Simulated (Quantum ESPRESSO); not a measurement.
TiTe:

```xyz
4
Lattice="4.5230 0.0000 0.0000 -2.2615 3.9170 0.0000 0.0000 0.0000 6.3040" Properties=species:S:1:pos:R:3 pbc="T T T"
Ti    0.0000    0.0000    0.0000
Ti    0.0000    0.0000    3.1520
Te    0.0000    2.6114    1.5760
Te    2.2615    1.3057    4.7280
```

The cell comes from a database or a generator and needn't be the stable form of this composition.

Base run:

- Program: Quantum ESPRESSO 7.5
- Functional: PBEsol
- Potentials or basis: GBRV 1.5 PBEsol
- Cutoff: 612 eV
- Density cutoff: 4898 eV
- k mesh: 5 × 5 × 3
- Occupations: gaussian, width 0.05 eV
- Spin: collinear spin, ferromagnetic start
- Starting moments: [2.0, 2.0, 0.0, 0.0] μB
- Hubbard terms: Ti d U = 1 eV

Its results: band gap on the k mesh none (metal or under the smearing width); pressure -8.8 GPa; net moment 3.83 μB per cell; site moments Ti +1.64; Te -0.08 μB.

The run is repeated on the same cell with these changes: hubbard terms from Ti d U = 1 eV to none. What comes out?

Band gap on the k mesh none (metal or under the smearing width); pressure -11.6 GPa; net moment 2.71 μB per cell; site moments Ti +1.17; Te -0.06 μB.

Caveats: the U is typed as a test and isn't derived for this compound (some runs).
